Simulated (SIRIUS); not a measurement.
# MoS2: single point with PBE

The system is MoS2.

```xyz
3
Lattice="1.5800 0.9122 6.1500 -1.5800 0.9122 6.1500 0.0000 -1.8244 6.1500" Properties=species:S:1:pos:R:3 pbc="T T T"
Mo    0.0000    0.0000    0.0000
S     0.0000    0.0000    7.6936
S     0.0000    0.0000    4.6125
```

Measurements of this composition are mostly on another form, of space group No. 194.

```json
{"Program": "SIRIUS 7.10.0", "Task": "single point", "Functional": "PBE", "Potentials or basis": "PseudoDojo 0.4.1 PBE standard (scalar relativistic)", "Cutoff": "1102 eV", "Density cutoff": "4408 eV", "k mesh": "7 × 7 × 7", "Occupations": "fermi-dirac, width 0.05 eV", "Spin": "no spin polarisation", "Libxc names": "[\"XC_GGA_X_PBE\", \"XC_GGA_C_PBE\"]", "Energy tol": "1e-08 Ha", "Density tol": "1e-06", "Mixer": "anderson", "Mixing beta": "0.7", "Max scf": "100", "Radial cutoff for the potentials' integrals": "6.5 bohr"}
```

- Pressure: 5.4 GPa
- Largest force: 0.530 eV/Å
- Band gap on the k mesh: 1.07 eV

Forces in eV/Å, atoms in the order of the input:
```
Mo   0.000  0.000  0.087
S    0.000  0.000  0.443
S    0.000  0.000 -0.530
```

Stress tensor (GPa, compression positive):
```
4.61 0.00 0.00
0.00 4.61 0.00
0.00 0.00 7.00
```

Run time: 4.1 min on 1 thread of Arm Neoverse V2 (shared host), peak memory 0.72 GiB.

Caveat: an odd mesh through Γ misses points on the zone boundary, where band edges often lie.
